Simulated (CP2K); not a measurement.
Runs of CP2K 2026.2 on NaCl. It takes space group Fm-3m (No. 225, cubic). Conventional cell: a = 5.588 Å, b = 5.588 Å, c = 5.588 Å, α = 90.00°, β = 90.00°, γ = 90.00°. Cl (site symmetry m-3m) is surrounded by 6 Na at 2.79 Å. Na (site symmetry m-3m) has 6 Cl at 2.79 Å as nearest neighbours. The cell is a database's computed one.

```csv
task,level,potentials or basis,smearing,EPS_DEFAULT,NGRIDS,hirshfeld SHAPE_FUNCTION,VORONOI_RADII,CUTOFF of the grids,gap on the mesh (eV),pressure (GPa)
atomic charges,PBE,"POTENTIAL_UZH Cl GTH-SCAN-q7, Na GTH-SCAN-q9; DZVP-MOLOPT-SR-GTH basis",fermi-dirac 0.05 eV,1.0E-9,5,GAUSSIAN,VDW,1300 Ry,5.24,1.7
single point,PBEsol,"POTENTIAL_UZH Cl GTH-PBE-q7, Na GTH-PBE-q9; TZVP-MOLOPT-PBE-GTH basis",fermi-dirac 0.05 eV,1.0E-10,4,-,-,1400 Ry,4.99,0.8
single point,revPBE,"POTENTIAL_UZH Cl GTH-PBE-q7, Na GTH-PBE-q9; TZVP-MOLOPT-PBE-GTH basis",fermi-dirac 0.05 eV,1.0E-10,4,-,-,1400 Ry,5.45,3.6
band structure,LDA,"GTH_POTENTIALS Cl GTH-PADE-q7, Na GTH-PADE-q9; TZVP-MOLOPT-PBE-GTH basis",fermi-dirac 0.1 eV,1.0E-9,4,-,-,1350 Ry,(a),-1.4
single point,PBE,"POTENTIAL_UZH Cl GTH-PBE-q7, Na GTH-PBE-q9; TZVP-MOLOPT-PBE-GTH basis",fermi-dirac 0.05 eV,1.0E-10,4,-,-,1400 Ry,5.18,2.0
single point,vdW-DF2,"POTENTIAL_UZH Cl GTH-PBE-q7, Na GTH-PBE-q9; TZVP-MOLOPT-PBE-GTH basis",fermi-dirac 0.05 eV,1.0E-10,4,-,-,1400 Ry,5.09,1.6
atomic charges,PBE,"GTH_POTENTIALS Cl GTH-PBE-q7, Na GTH-PBE-q9; DZVP-MOLOPT-SR-GTH basis",fermi-dirac 0.05 eV,1.0E-9,5,GAUSSIAN,VDW,1300 Ry,5.16,1.7
band structure,TB-mBJ,"POTENTIAL_UZH Cl GTH-PBE-q7, Na GTH-PBE-q9; TZVP-MOLOPT-PBE-GTH basis",fermi-dirac 0.0259 eV,1.0E-10,4,-,-,1400 Ry,5.90,-
single point,LDA,"POTENTIAL_UZH Cl GTH-PBE-q7, Na GTH-PBE-q9; TZVP-MOLOPT-PBE-GTH basis",fermi-dirac 0.05 eV,1.0E-10,4,-,-,1400 Ry,4.72,(b)
atomic charges,PBE,"POTENTIAL_UZH Cl GTH-PBE0-q7, Na GTH-PBE0-q9; DZVP-MOLOPT-SR-GTH basis",fermi-dirac 0.05 eV,1.0E-9,5,GAUSSIAN,VDW,1300 Ry,5.15,1.5
atomic charges,PBE,"GTH_POTENTIALS Cl GTH-BLYP-q7, Na GTH-BLYP-q9; DZVP-MOLOPT-SR-GTH basis",fermi-dirac 0.05 eV,1.0E-9,5,GAUSSIAN,VDW,1300 Ry,5.17,1.8
band structure,PBEsol,"POTENTIAL_UZH Cl GTH-PBE-q7, Na GTH-PBE-q9; TZVP-MOLOPT-PBE-GTH basis",fermi-dirac 0.0259 eV,1.0E-9,4,-,-,1350 Ry,4.99,0.8
```

Alike in all rows: no spin polarisation; cell as given; k mesh 8 × 8 × 8.

Task: Estimate the missing entries.

Result: (a) 4.76; (b) -1.1.

Caveats: the basis of atomic orbitals isn't converged, which shifts pressures, moduli and gaps; the potentials were made for another functional, which shifts forces and pressure (some runs); the real-space grid breaks the cell's symmetry a little (some runs); this is a model potential without an energy functional, so only levels have meaning (some runs).

A k mesh can miss the band edges.

Not every run made on this cell is shown here.
